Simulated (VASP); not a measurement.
The system is TiB2.

```
Ti B
1.0
     3.02920    0.00000    0.00000
    -1.51460    2.62336    0.00000
     0.00000    0.00000    3.22840
Ti B
1 2
Cartesian
  0.0000 0.0000 0.0000
  1.5146 0.8745 1.6142
  0.0000 1.7489 1.6142
```

Base run:

| Property | Result |
| --- | --- |
| Program | VASP 6.6.1 |
| Functional | PBE |
| Potentials or basis | VASP PAW PBE potentials, release 64 (Ti_sv, B) |
| Cutoff | 520 eV |
| k mesh | 10 × 10 × 8 |
| Occupations | gaussian, width 0.02 eV |
| Spin | no spin polarisation |

Its results: band gap on the k mesh none (metal or under the smearing width); pressure 0.5 GPa.

Problem. The run is repeated on the same cell with these changes: functional from PBE to PBEsol. What comes out?

Solution. Band gap on the k mesh none (metal or under the smearing width); pressure -4.7 GPa.

PBEsol binds more tightly than PBE, so the same cell stands under less pressure.

Caveats: the PAW data sets were made with another functional, which shifts forces and pressure a little (some runs).
